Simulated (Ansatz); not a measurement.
What does Ansatz print for the nuclei with this input?

The cell is a Materials Project structure (computed, not necessarily an observed phase), taken as it stands.

```yaml
crystal:
  lattice:
    - [-4.43767099, 4.43767099, 4.43767099]
    - [4.43767099, -4.43767099, 4.43767099]
    - [4.43767099, 4.43767099, -4.43767099]
  atoms:
    - { symbol: Al, position: [0.5, 0.0, 0.0] }
    - { symbol: Al, position: [0.96216034, 0.25, 0.21216034] }
    - { symbol: Al, position: [0.78783966, 0.03783966, 0.75] }
    - { symbol: Al, position: [0.71216034, 0.46216034, 0.25] }
    - { symbol: Al, position: [0.75, 0.78783966, 0.03783966] }
    - { symbol: Al, position: [0.75, 0.28783966, 0.53783966] }
    - { symbol: Al, position: [0.46216034, 0.25, 0.71216034] }
    - { symbol: Al, position: [0.0, 0.5, 0.0] }
    - { symbol: Al, position: [0.5, 0.5, 0.5] }
    - { symbol: Al, position: [0.0, 0.0, 0.5] }
    - { symbol: Al, position: [0.53783966, 0.75, 0.28783966] }
    - { symbol: Al, position: [0.25, 0.71216034, 0.46216034] }
    - { symbol: Al, position: [0.25, 0.21216034, 0.96216034] }
    - { symbol: Al, position: [0.28783966, 0.53783966, 0.75] }
    - { symbol: Al, position: [0.21216034, 0.96216034, 0.25] }
    - { symbol: Al, position: [0.03783966, 0.75, 0.78783966] }
    - { symbol: O, position: [0.77066706, 0.04587283, 0.4971185] }
    - { symbol: O, position: [0.72933294, 0.22645144, 0.27520577] }
    - { symbol: O, position: [0.27354856, 0.0028815, 0.04875433] }
    - { symbol: O, position: [0.95412717, 0.5028815, 0.22933294] }
    - { symbol: O, position: [0.45412717, 0.22479423, 0.45124567] }
    - { symbol: O, position: [0.77354856, 0.72479423, 0.27066706] }
    - { symbol: O, position: [0.04875433, 0.27354856, 0.0028815] }
    - { symbol: O, position: [0.45124567, 0.45412717, 0.22479423] }
    - { symbol: O, position: [0.72479423, 0.27066706, 0.77354856] }
    - { symbol: O, position: [0.77520577, 0.54875433, 0.54587283] }
    - { symbol: O, position: [0.0028815, 0.04875433, 0.27354856] }
    - { symbol: O, position: [0.4971185, 0.77066706, 0.04587283] }
    - { symbol: O, position: [0.9971185, 0.95124567, 0.72645144] }
    - { symbol: O, position: [0.22479423, 0.45124567, 0.45412717] }
    - { symbol: O, position: [0.27520577, 0.72933294, 0.22645144] }
    - { symbol: O, position: [0.5028815, 0.22933294, 0.95412717] }
    - { symbol: O, position: [0.54875433, 0.54587283, 0.77520577] }
    - { symbol: O, position: [0.95124567, 0.72645144, 0.9971185] }
    - { symbol: O, position: [0.54587283, 0.77520577, 0.54875433] }
    - { symbol: O, position: [0.22645144, 0.27520577, 0.72933294] }
    - { symbol: O, position: [0.04587283, 0.4971185, 0.77066706] }
    - { symbol: O, position: [0.72645144, 0.9971185, 0.95124567] }
    - { symbol: O, position: [0.22933294, 0.95412717, 0.5028815] }
    - { symbol: O, position: [0.27066706, 0.77354856, 0.72479423] }
kpoints:
  mp_grid: { grid: [4, 4, 4] }
scf:
  occupations: { method: fermi_dirac, width: 0.02 }
hamiltonian:
  xc: r2scan
  pseudopotentials: { kind: paw }
output:
  forces: true
  stress: true
  populations: true
  efg:
    quadrupole_moments_barn: { Al: 0.1466, O: -0.02558 }
    contact_densities: true
```

```sh
ansatz run input.yaml --threads 1 --pin off --max-ram 2560MiB --backend cpu --events-out ev --progress --plain --runs-dir out
```

Of the output, the block on the nuclei alone is shown; the set-up, the SCF iterations, energies, forces and stress are cut. One atom of each set with nearly equal values is shown.

```
--- PAW observables at the nuclei: V_zz in 10²¹ V/m², potentials from the cell's mean, atoms counted from 1 ---
  atom   1  Al V_zz =    +0.919318   η = 0.0000   by run symmetry: allowed   C_q = +3.2588 MHz
            electrostatic potential = -1230.658511 V   contact ρ = 10060.337872 e/Å³
  atom   2  Al V_zz =    +2.188690   η = 0.4758   by run symmetry: allowed   C_q = +7.7584 MHz
            electrostatic potential = -1230.546048 V   contact ρ = 10060.513829 e/Å³
  atom  17  O  V_zz =    -2.496711   η = 0.4598   by run symmetry: allowed   C_q = +1.5443 MHz
            electrostatic potential = -625.326706 V   contact ρ = 2149.468926 e/Å³
```

The run took 1.8 min of wall time (1.8 min of CPU time) and 1.6 GiB at its peak, on 1 thread of Arm Neoverse V1 (aarch64; 8 cores open to the job, memory cap 2.5 GiB, no GPU), a shared host with a load of 0.6 a core.

With these PAW files V_zz is typically within 2 to 3 % of all-electron values, but misses above 10 % occur on Al.
